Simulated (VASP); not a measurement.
Wanted: the native input for a VASP 6.6.1 run.

```
Task                               : relaxation of cell and atoms
Functional                         : PBE0
Potentials or basis                : VASP PAW PBE potentials, release 64 (Ga_d, P)
Cutoff                             : 600 eV
k mesh                             : 4 × 4 × 4
Occupations                        : fermi-dirac, width 0.05 eV
Spin                               : no spin polarisation
Grid for exact exchange (PRECFOCK) : Fast
Exchange at q = 0                  : default
Further INCAR settings             : ALGO = Normal; EDIFF = 1e-07; IBRION = 2; EDIFFG = -0.01; NSW = 60; ISIF = 3
```

GaP:

```
Ga P
1.0
     0.00000    2.72525    2.72525
     2.72525    0.00000    2.72525
     2.72525    2.72525    0.00000
Ga P
1 1
Direct
  0.00000 0.00000 0.00000
  0.75000 0.75000 0.75000
```

One way to write it, as run:

POSCAR

```
GaP
1.0
    0.0000000000      2.7252500000      2.7252500000
    2.7252500000      0.0000000000      2.7252500000
    2.7252500000      2.7252500000      0.0000000000
Ga P
1 1
Direct
    0.0000000000      0.0000000000      0.0000000000
    0.7500000000      0.7500000000      0.7500000000
```

INCAR.step1

```
SYSTEM = GaP
PREC     = Accurate       ! precision mode
ENCUT    = 600            ! plane-wave cutoff, eV
EDIFF    = 1E-5           ! SCF threshold, eV
ISMEAR   = -1             ! smearing method
SIGMA    = 0.05           ! smearing width, eV
LREAL    = .False.        ! projectors in reciprocal space
LASPH    = .True.         ! aspherical terms in the spheres
NELM     = 100            ! most SCF steps
ALGO     = Normal         ! electronic algorithm
LWAVE    = .True.         ! write WAVECAR
LCHARG   = .False.        ! write CHGCAR
GGA      = PE             ! functional
```

INCAR.step2

```
SYSTEM = GaP
PREC     = Accurate       ! precision mode
ENCUT    = 600            ! plane-wave cutoff, eV
EDIFF    = 1E-7           ! SCF threshold, eV
ISMEAR   = -1             ! smearing method
SIGMA    = 0.05           ! smearing width, eV
LREAL    = .False.        ! projectors in reciprocal space
LASPH    = .True.         ! aspherical terms in the spheres
NELM     = 100            ! most SCF steps
ALGO     = Normal         ! electronic algorithm
ISIF     = 3              ! what is computed and relaxed
LWAVE    = .False.        ! write WAVECAR
LCHARG   = .False.        ! write CHGCAR
GGA      = PE             ! functional
LHFCALC  = .True.         ! exact exchange
AEXX     = 0.25           ! exact-exchange fraction
PRECFOCK = Fast         
IBRION   = 2              ! ionic algorithm
NSW      = 60             ! ionic steps
EDIFFG   = -0.01          ! ionic threshold
ISTART   = 1
```

KPOINTS

```
regular mesh
0
Gamma
  4 4 4
  0 0 0
```

Potentials or basis: VASP PAW PBE potentials, release 64 (Ga_d, P).

Run with:

```bash
$ cat potpaw_PBE.64/Ga_d/POTCAR potpaw_PBE.64/P/POTCAR > POTCAR
$ cp INCAR.step1 INCAR
$ mpirun -np 1 vasp_std > vasp.out
$ cp INCAR.step2 INCAR
$ mpirun -np 1 vasp_std > vasp.out
```

Results of the run:

* Relaxed volume: 20.38 Å³/atom
* Relaxed cell: a = 3.863 Å, b = 3.863 Å, c = 3.863 Å, α = 60.00°, β = 60.00°, γ = 60.00°
* Space group after relaxing (to 0.05 Å): F-43m (No. 216)
* Energy gained by relaxing: 0.3 meV/atom
* Ionic steps: 3
* Pressure after relaxing: 0.0 GPa
* Band gap on the k mesh: 3.05 eV, indirect (least direct gap 3.51 eV)

Caveat: the k mesh is coarse (spacing up to 0.50 Å⁻¹), so the values aren't converged, least of all with exact exchange; the PAW data sets were made with another functional, which shifts forces and pressure a little.

Run time: 6.5 min on 1 thread of Intel(R) Xeon(R) Platinum 8488C (Sapphire Rapids), with other jobs on the host, peak memory 0.2 GiB.
